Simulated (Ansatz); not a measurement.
Input of an Ansatz 0.2.0 run:

Contents of input.yaml:

```yaml
crystal:
  lattice:
    - [2.8672622327, 0.0, 0.0]
    - [-1.4336311163, 2.4831219328, 0.0]
    - [0.0, 0.0, 4.678083]
  atoms:
    - { symbol: Ti, position: [0.0, 0.0, 0.0] }
    - { symbol: Al, position: [0.3333333333, 0.6666666667, 0.5] }
kpoints:
  mp_grid: { grid: [11, 11, 6] }
scf:
  occupations: { method: gaussian, width: 0.05 }
hamiltonian:
  xc: pbe
  pseudopotentials: { kind: all_electron, lapw: { basis_error: 0.001 } }
output:
  forces: true
  stress: true
  eigenvalues: true
```

Potentials or basis: all-electron LAPW, scalar-relativistic.

Run with:

```bash
$ ansatz run input.yaml --threads 1 --pin off --max-ram 3072MiB --backend cpu --events-out ev --progress --plain --runs-dir out
```

Q: Predict the band gap on the k mesh.

A: None (metal or under the smearing width).

Q: What does it give for the pressure?

A: 0.2 GPa.

Stress tensor (GPa, compression positive):
```
 0.69  0.00  0.00
 0.00  0.69  0.00
 0.00  0.00 -0.86
```
